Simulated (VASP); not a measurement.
# AlRu, band structure: which settings are enough?

AlRu, Pm-3m (no. 221), 2 atoms in the cell. PBE; PAW potentials Ru_pv, Al (PBE set). VASP 6.6.1.

Wanted: band energies at the path's corners within 0.02 eV.

What the run is for: bands; Accuracy asked: standard; Route: KPOINTS_OPT.

Band energies at the path's corners: counted from the Fermi level of the mesh, whose own shifts they hold.

POSCAR:
```
AlRu
1.0
    2.9916000000      0.0000000000      0.0000000000
    0.0000000000      2.9916000000      0.0000000000
    0.0000000000      0.0000000000      2.9916000000
Ru Al
1 1
Direct
    0.5000000000      0.5000000000      0.5000000000
    0.0000000000      0.0000000000      0.0000000000
```

The series start from Plane-wave cutoff (eV): 280; Smearing width (eV): 0.1; k-point mesh: 10 × 10 × 10; Electronic threshold (eV): 1e-6; Precision mode (PREC): Accurate; Bands in all (NBANDS): 24; Aspherical gradient terms in the spheres (LASPH): yes; Highest l that the mixer handles (LMAXMIX): 4. Each series keeps the choices made before it, and each single choice may use up half of a tolerance.

## Plane-wave cutoff (eV)

| Plane-wave cutoff (eV) | Band energies at the path's corners, largest deviation (eV) | Time (s) |
|---|---|---|
| 190 | 0.091 | 3.7 |
| 240 | 0.013 | 5.3 |
| 280 | 0.007 | 5.0 |
| 310 | 0.005 | 9.7 |
| 380 | 0.001 | 14 |
| 480 (reference) | 0.000 | 15 |

Chosen: 280, the loosest value from which every tighter one stays within half of the tolerance.

## Smearing width (eV)

| Smearing width (eV) | Band energies at the path's corners, largest deviation (eV) | Time (s) |
|---|---|---|
| 0.4 | 0.021 | 5.1 |
| 0.3 | 0.024 | 5.1 |
| 0.2 | 0.020 | 5.3 |
| 0.15 | 0.012 | 5.7 |
| 0.1 | 0.004 | 5.0 |
| 0.05 (reference) | 0.000 | 5.9 |

Chosen: 0.1.

## k-point mesh

| k-point mesh | Band energies at the path's corners, largest deviation (eV) | Time (s) |
|---|---|---|
| 4 × 4 × 4 | 0.392 | 3.6 |
| 5 × 5 × 5 | 0.167 | 3.3 |
| 7 × 7 × 7 | 0.044 | 4.1 |
| 8 × 8 × 8 | 0.077 | 4.9 |
| 10 × 10 × 10 | 0.015 | 5.0 |
| 12 × 12 × 12 | 0.015 | 6.8 |
| 15 × 15 × 15 (reference) | 0.000 | 11 |

Chosen: 15 × 15 × 15; the next looser run is off by more than half of the tolerance, so convergence isn't shown beyond this value.

## Electronic threshold (eV)

| Electronic threshold (eV) | Band energies at the path's corners, largest deviation (eV) | Time (s) |
|---|---|---|
| 0.001 | 0.002 | 9.5 |
| 0.0001 | 0.000 | 9.4 |
| 1e-5 | 0.000 | 9.9 |
| 1e-6 | 0.000 | 11 |
| 1e-7 (reference) | 0.000 | 12 |

Chosen: 0.001.

## Precision mode (PREC)

| Precision mode (PREC) | Band energies at the path's corners, largest deviation (eV) | Time (s) |
|---|---|---|
| SingleN | 0.012 | 7.5 |
| Normal | 0.001 | 6.3 |
| Accurate (reference) | 0.000 | 9.5 |

Chosen: Normal.

## Bands in all (NBANDS)

| Bands in all (NBANDS) | Band energies at the path's corners, largest deviation (eV) | Time (s) |
|---|---|---|
| 14 | 0.003 | 4.1 |
| 15 | 0.003 | 4.4 |
| 16 | 0.002 | 4.1 |
| 18 | 0.001 | 4.4 |
| 24 | 0.000 | 6.3 |
| 34 (reference) | 0.000 | 8.0 |

Chosen: 14.

## Aspherical gradient terms in the spheres (LASPH)

| Aspherical gradient terms in the spheres (LASPH) | Band energies at the path's corners, largest deviation (eV) | Time (s) |
|---|---|---|
| no | 0.006 | 3.5 |
| yes (reference) | 0.000 | 4.1 |

Chosen: no.

## Highest l that the mixer handles (LMAXMIX)

| Highest l that the mixer handles (LMAXMIX) | Band energies at the path's corners, largest deviation (eV) | Time (s) |
|---|---|---|
| 2 | 0.000 | 3.6 |
| 4 | 0.000 | 3.5 |
| 6 (reference) | 0.000 | 3.5 |

Chosen: 2.

## All choices together

| Input | Band energies at the path's corners, largest deviation (eV) | Time (s) |
|---|---|---|
| the program's defaults (naive) | 0.157 | 1.6 |
| chosen settings | 0.006 | 3.6 |
| reference settings throughout | 0.000 | 51 |

The chosen settings stay within the tolerance of the reference run, but the reference itself isn't shown to be converged in: k-point mesh.

## The input

INCAR:
```
ALGO = Normal ; EDIFF = 0.001
ENCUT = 280 ; GGA = PE
GGA_COMPAT = F ; ISMEAR = 1
LASPH = F ; LCHARG = F
LMAXMIX = 2 ; LREAL = F
LWAVE = F ; NBANDS = 14
NELM = 120 ; PREC = Normal
SIGMA = 0.1
```

KPOINTS:
```
Automatic mesh
0
Gamma
  15 15 15
  0 0 0
```

KPOINTS_OPT:
```
path GXMGRX,MR
12
line-mode
reciprocal
 0.0000000000  0.0000000000  0.0000000000  G
 0.0000000000  0.5000000000  0.0000000000  X

 0.0000000000  0.5000000000  0.0000000000  X
 0.5000000000  0.5000000000  0.0000000000  M

 0.5000000000  0.5000000000  0.0000000000  M
 0.0000000000  0.0000000000  0.0000000000  G

 0.0000000000  0.0000000000  0.0000000000  G
 0.5000000000  0.5000000000  0.5000000000  R

 0.5000000000  0.5000000000  0.5000000000  R
 0.0000000000  0.5000000000  0.0000000000  X

 0.5000000000  0.5000000000  0.0000000000  M
 0.5000000000  0.5000000000  0.5000000000  R
```

Commands:
```
cat potpaw_PBE.64/Ru_pv/POTCAR potpaw_PBE.64/Al/POTCAR > POTCAR
mpirun -np 1 vasp_std > vasp.out
```

The chosen input took VASP 6.6.1 3.6 s on 1 core (Intel Xeon 6975P-C (Granite Rapids)), a shared host.

## An input that fails: fixed density asked without a density file

VASP's message: ERROR: charge density could not be read from file CHGCAR for ICHARG>10.

Changes against the starting input:
```
- NELM = 120
+ NELM = 68
+ ICHARG = 11
```
